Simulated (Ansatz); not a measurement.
AlN:

```xyz
4
Lattice="3.1130 0.0000 0.0000 -1.5565 2.6959 0.0000 0.0000 0.0000 4.9810" Properties=species:S:1:pos:R:3 pbc="T T T"
Al    1.5565    0.8986    2.4905
Al    0.0000    1.7973    0.0000
N     1.5565    0.8986    4.3833
N     0.0000    1.7973    1.8928
```

| Quantity | Value |
| --- | --- |
| Program | Ansatz 0.2.0 |
| Task | relaxation of cell and atoms |
| Functional | RPBE |
| Dispersion | D4 |
| Potentials or basis | Ansatz PAW |
| Cutoff | 420 eV (not typed: the program's choice for these potentials) |
| k mesh | 10 × 10 × 6 |
| Occupations | fermi-dirac, width 0.05 eV |
| Spin | no spin polarisation |

At the start: volume 10.45 Å³/atom.

Where does the relaxation end?

It ends after 8 steps and the volume is 10.27 Å³/atom (-1.7 %); space group P6_3mc (No. 186, to 0.05 Å).

The path:
```csv
step,energy change (eV),largest force (eV/Å),volume (Å³)
1,0.0000,0.1268,41.80
2,-0.0070,0.0952,41.46
3,-0.0106,0.0260,41.08
4,-0.0106,0.0049,41.10
5,-0.0106,0.0003,41.10
6,-0.0089,0.0004,41.10
7,-0.0089,0.0000,41.09
8,-0.0089,0.0001,41.09
```

Final structure:
```yaml
crystal:
  lattice:
    - [3.09516, 0.00000, 0.00000]
    - [-1.54758, 2.68048, 0.00000]
    - [0.00000, 0.00000, 4.95230]
  atoms:
    - { symbol: Al, position: [0.66667, 0.33333, 0.49897] }
    - { symbol: Al, position: [0.33333, 0.66667, 0.99897] }
    - { symbol: N, position: [0.66667, 0.33333, 0.88103] }
    - { symbol: N, position: [0.33333, 0.66667, 0.38103] }
```

Caveat: the plane-wave basis is chosen anew once the cell has moved, so the energies of steps on either side of that aren't comparable; the pressure holds a Pulay correction of +0.4 GPa for the finite cutoff; the PAW data sets come from PBE, with cores solved anew for the run's functional, which leaves a small shift of forces and pressure.
